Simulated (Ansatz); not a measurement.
# SiO2: the cost of one run

Computed with Ansatz 0.2.0 (DFT PBE, scalar-relativistic, plane waves, PAW, unless a step's input says otherwise).

1 further run of the same task is left out (it didn't finish).

## (1) Starting point

The structure is tetragonal, space group P4_2/mcm (No. 132). The conventional cell has a = 8.239 Å, b = 8.239 Å, c = 5.559 Å, α = 90.00°, β = 90.00°, γ = 90.00°. Si (site symmetry m) has 4 O at 1.63 to 1.67 Å as nearest neighbours. Around O (site symmetry 2/m) lie 2 Si at 1.63 Å. O (site symmetry 2) has 2 Si at 1.63 Å as nearest neighbours. O (site symmetry m2m) is surrounded by 2 Si at 1.67 Å.

Structure file:

```xyz
24
Lattice="8.2390 0.0000 0.0000 0.0000 8.2390 0.0000 0.0000 0.0000 5.5590" Properties=species:S:1:pos:R:3 pbc="T T T"
Si    2.5858    7.6727    2.7795
Si    5.6532    7.6727    0.0000
Si    5.6532    0.5664    2.7795
Si    7.6727    5.6532    0.0000
Si    7.6727    2.5858    2.7795
Si    2.5858    0.5664    0.0000
Si    0.5664    2.5858    0.0000
Si    0.5664    5.6532    2.7795
O     4.1195    0.0000    2.7795
O     1.9481    0.0000    1.3897
O     1.9481    0.0000    4.1692
O     2.1896    6.0495    2.7795
O     6.2909    0.0000    4.1692
O     6.2909    0.0000    1.3897
O     6.0495    6.0495    0.0000
O     4.1195    0.0000    0.0000
O     6.0495    2.1896    2.7795
O     0.0000    4.1195    0.0000
O     0.0000    6.2909    4.1692
O     0.0000    6.2909    1.3897
O     0.0000    1.9481    1.3897
O     0.0000    1.9481    4.1692
O     0.0000    4.1195    2.7795
O     2.1896    2.1896    0.0000
```

It is the end of an earlier relaxation with the same method, from a generated guess; it needn't be the stable form of this composition. At a tolerance of 0.02 Å it has space group P4_2/mcm (No. 132); it has 15.72 Å³/atom, an uncorrected energy of -2.59 eV/atom over the elements.

## (2) Static run: bands, density of states and charges

input.yaml

```yaml
crystal:
  lattice:
    - [8.239028027, 0.0, 0.0]
    - [0.0, 8.239028027, 0.0]
    - [0.0, 0.0, 5.5589757612]
  atoms:
    - { symbol: Si, position: [0.3138481562, 0.9312576286, 0.5] }
    - { symbol: Si, position: [0.6861518438, 0.9312576286, 0.0] }
    - { symbol: Si, position: [0.6861518438, 0.0687423714, 0.5] }
    - { symbol: Si, position: [0.9312576286, 0.6861518438, 0.0] }
    - { symbol: Si, position: [0.9312576286, 0.3138481562, 0.5] }
    - { symbol: Si, position: [0.3138481562, 0.0687423714, 0.0] }
    - { symbol: Si, position: [0.0687423714, 0.3138481562, 0.0] }
    - { symbol: Si, position: [0.0687423714, 0.6861518438, 0.5] }
    - { symbol: O, position: [0.5, 0.0, 0.5] }
    - { symbol: O, position: [0.2364506743, 0.0, 0.25] }
    - { symbol: O, position: [0.2364506743, 0.0, 0.75] }
    - { symbol: O, position: [0.2657537234, 0.7342462766, 0.5] }
    - { symbol: O, position: [0.7635493257, 0.0, 0.75] }
    - { symbol: O, position: [0.7635493257, 0.0, 0.25] }
    - { symbol: O, position: [0.7342462766, 0.7342462766, 0.0] }
    - { symbol: O, position: [0.5, 0.0, 0.0] }
    - { symbol: O, position: [0.7342462766, 0.2657537234, 0.5] }
    - { symbol: O, position: [0.0, 0.5, 0.0] }
    - { symbol: O, position: [0.0, 0.7635493257, 0.75] }
    - { symbol: O, position: [0.0, 0.7635493257, 0.25] }
    - { symbol: O, position: [0.0, 0.2364506743, 0.25] }
    - { symbol: O, position: [0.0, 0.2364506743, 0.75] }
    - { symbol: O, position: [0.0, 0.5, 0.5] }
    - { symbol: O, position: [0.2657537234, 0.2657537234, 0.0] }
basis:
  ecutwfc: 420
kpoints:
  mp_grid: { grid: [4, 4, 4] }
  band_path:
    path:
      - [[0.0, 0.0, 0.0], [0.0, 0.5, 0.0], [0.5, 0.5, 0.0], [0.0, 0.0, 0.0], [0.0, 0.0, 0.5], [0.0, 0.5, 0.5], [0.5, 0.5, 0.5], [0.0, 0.0, 0.5]]
      - [[0.0, 0.5, 0.0], [0.0, 0.5, 0.5]]
      - [[0.5, 0.5, 0.0], [0.5, 0.5, 0.5]]
    npoints: 10
hamiltonian:
  xc: pbe
scf:
  occupations: { method: gaussian, width: 0.02 }
  n_extra_bands: 60
output:
  forces: true
  stress: true
  eigenvalues: true
  populations: true
  dos: { projected: true, de: 0.02, nscf_kmesh: { grid: [6, 6, 6] } }
  bader: false
  write_density: true
  write_potential: true
  elf: true
  volumetric_format: npy
```

Command:

```
ansatz run input.yaml --threads 1 --pin off --max-ram 2560MiB --backend cpu --events-out ev --progress --plain --runs-dir out
```

Q: Estimate wall time and peak memory on 1 thread of Intel Xeon Platinum 8488C (Sapphire Rapids), shared host.

About 4.1 min, with a peak of 2.2 GiB.
